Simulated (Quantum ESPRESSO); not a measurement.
Crystal: TePb.

```
CELL_PARAMETERS angstrom
4.00229 0.00000 0.00000
0.00000 4.00229 0.00000
0.00000 0.00000 4.00229
ATOMIC_POSITIONS crystal
Pb 0.00000 0.00000 0.00000
Te 0.50000 0.50000 0.50000
```

Measurements of this composition are mostly on another form, of space group No. 225.

- Program: Quantum ESPRESSO 7.5
- Task: phonons
- Functional: PBEsol
- Potentials or basis: GBRV 1.5 PBE
- Cutoff: 612 eV
- Density cutoff: 4898 eV
- k mesh: 4 × 4 × 4, shifted
- Occupations: cold, width 0.2 eV
- Spin: no spin polarisation
- Mixing beta: 0.5
- Most SCF iterations: 120
- SCF threshold: 4e-10 Ry
- Mixing ndim: 2

The first run showed a gap, so the response started from a second, tighter run with fixed occupations.

At X the frequencies are 12i 12i 16 16 75 86 cm⁻¹, at a pressure of -2.3 GPa.

Task: How do the modes respond when the cell is scaled evenly, at fixed shape?

Result: The highest mode has a Grüneisen parameter of 1.71 and moves by +3.7 cm⁻¹ per GPa. None of the listed modes softens on compression. The pressures give a bulk modulus of about 40 GPa.

Frequencies at 99 % and 101 % of the volume (pressures -1.9 and -2.7 GPa), ions relaxed:
| mode | 99 % (cm⁻¹) | 101 % (cm⁻¹) | Grüneisen parameter |
| --- | --- | --- | --- |
| 5 | 76.0 | 73.7 | 1.49 |
| 6 | 87.1 | 84.2 | 1.71 |

Modes are matched by their order; those that don't vary smoothly over the three volumes are left out.

Caveat: the potentials were made for another functional, which shifts forces and pressure; some modes are imaginary; this smearing can shift energies of a crystal with a gap; the gap on the mesh is small and may close between mesh points, in which case fixed occupations spoil the response.
